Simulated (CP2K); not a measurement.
The system is Rh.

```
CELL_PARAMETERS angstrom
2.68397 0.00000 0.00000
1.34198 2.32438 0.00000
1.34198 0.77479 2.19145
ATOMIC_POSITIONS crystal
Rh 0.00000 0.00000 0.00000
```

Base run:

| Item | Value |
| --- | --- |
| Program | CP2K 2026.2 |
| Functional | PBE |
| Potentials or basis | POTENTIAL_UZH Rh GTH-PBE-q17; TZVP-MOLOPT-PBE-GTH basis |
| Density cutoff | 9184 eV |
| k mesh | 12 × 12 × 12 |
| Occupations | fermi-dirac, width 0.05 eV |
| Spin | no spin polarisation |

Its results: band gap on the k mesh none (metal or under the smearing width); pressure 9.7 GPa.

Q: The run is repeated on the same cell with these changes: functional from PBE to revPBE. What comes out?

A: Band gap on the k mesh none (metal or under the smearing width); pressure 12.9 GPa.

revPBE binds less tightly than PBE, so the same cell stands under more pressure.

Caveats: the basis of atomic orbitals isn't converged, which shifts pressures, moduli and gaps; the potentials were made for another functional, which shifts forces and pressure (some runs).
